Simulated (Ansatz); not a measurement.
## A vibration from a frozen displacement in ScAl

The calculation used DFT r2SCAN, scalar-relativistic, plane waves, PAW (Ansatz 0.2.0). Cutoff 500 eV, Γ-centred 12×12×12 k-points, Gaussian smearing of 0.15 eV. No spin polarisation. Energies are free energies at this smearing, counted from the undisturbed cell; pressure is positive in compression.

The starting cell (relaxed at this level; with this scan's settings it stands at 0.1 GPa; it needn't be the usual structure):

```
Sc Al
1.0
    -3.36910    3.36910    3.36910
     3.36910   -3.36910    3.36910
     3.36910    3.36910   -3.36910
Sc Al
4 4
Cartesian
  1.6845 1.6845 1.6845
  1.6845 1.6845 -1.6845
  1.6845 -1.6845 1.6845
  -1.6845 1.6845 1.6845
  0.0000 3.3691 0.0000
  3.3691 0.0000 0.0000
  0.0000 0.0000 0.0000
  0.0000 0.0000 3.3691
```

Atom 5 (Al) is moved by x along the Cartesian unit vector (0.000, 1.000, 0.000); the cell and all other atoms stay fixed. The cell's volume is 152.97 Å³; the moved atoms weigh 26.982 u together and the others 260.768 u. Some rows repeat others by symmetry and weren't run.

```csv
x (Å),ΔE (meV/cell),total force on the moved atoms along the move (eV/Å),pressure (GPa)
-0.2000,123.71,1.2256,0.3911
-0.1800,100.39,1.1069,0.3330
-0.1600,79.44,0.9870,0.2810
-0.1400,60.91,0.8661,0.2350
-0.1200,44.81,0.7442,0.1952
-0.0800,19.95,0.4981,0.1339
-0.0400,4.99,0.2496,0.0971
0.0000,0.00,0.0000,0.0848
0.0400,4.99,-0.2496,0.0971
0.0800,19.95,-0.4981,0.1339
0.1200,44.81,-0.7442,0.1952
0.1400,60.91,-0.8661,0.2350
0.1600,79.44,-0.9870,0.2810
0.1800,100.39,-1.1069,0.3330
0.2000,123.71,-1.2256,0.3911
```

Task: What frequency belongs to this motion?

Result: The force constant is k = −dF/dx = 6.240 eV/Å², from the parabola through x = -0.0400, 0 and 0.0400. In every cell the moved atoms swing against the rest, so the mass is μ = m₁m₂/(m₁ + m₂) = 24.452 u, and ν̃ = 521.5 cm⁻¹ × √(|k|/μ) = 263 cm⁻¹. The pattern needn't be a normal mode: ν̃² is then a weighted mean of the squared nonzero frequencies at the zone centre of this cell, so it lies between the lowest and the highest of them.

Task: How far does the harmonic law reach?

Result: At x = -0.200 Å, kx²/2 = 124.80 meV against the computed 123.71 meV (-0.9 %): the well is still close to harmonic there.

Task: The pressure changes with x². What does that say about the frequency under compression?

Result: With E = k(V)x²/2, k ∝ V^(−2γ) and x scaling with the cell as V^(1/3), P − P0 = −∂E/∂V = (2γ − 2/3) ΔE/V. At x = 0.0800 Å, V(P − P0) = 152.97 × 0.04909 / 160.2 eV = 46.86 meV and ΔE = 19.95 meV, so γ = 1/3 + V(P − P0)/(2ΔE) = 1.51. This is the Grüneisen parameter of the motion under uniform scaling of the cell: shrinking the cell evenly by 1 % in volume raises the frequency by about 1.51 %.

In a metal these slopes depend on the k mesh and the smearing.

The Al atom sits in a stiff, almost parabolic well inside a cube of Sc neighbours, as in CsCl-type ScAl. Cubic site symmetry removes the odd terms and makes the harmonic force constant the same in every direction, so the slight softening at large x is a quartic effect. It probably reflects the path taken: the atom heads for the open face between four Sc atoms rather than straight at one of them, where repulsion should rise faster.

The Grüneisen parameter of 1.51 is ordinary for a metal. Compression shortens the Sc–Al contacts, and the steep short-range repulsion raises the curvature of the well. This stiffening with density is compatible with the softening with amplitude, since the two probe different anharmonic terms.

Because only one of four equivalent Al atoms moves, the 263 cm⁻¹ mixes the optical mode of the simple CsCl cell with zone-boundary modes folded into this larger cell. The positive curvature therefore doesn't establish dynamical stability, as a soft mode could be hidden in the average.
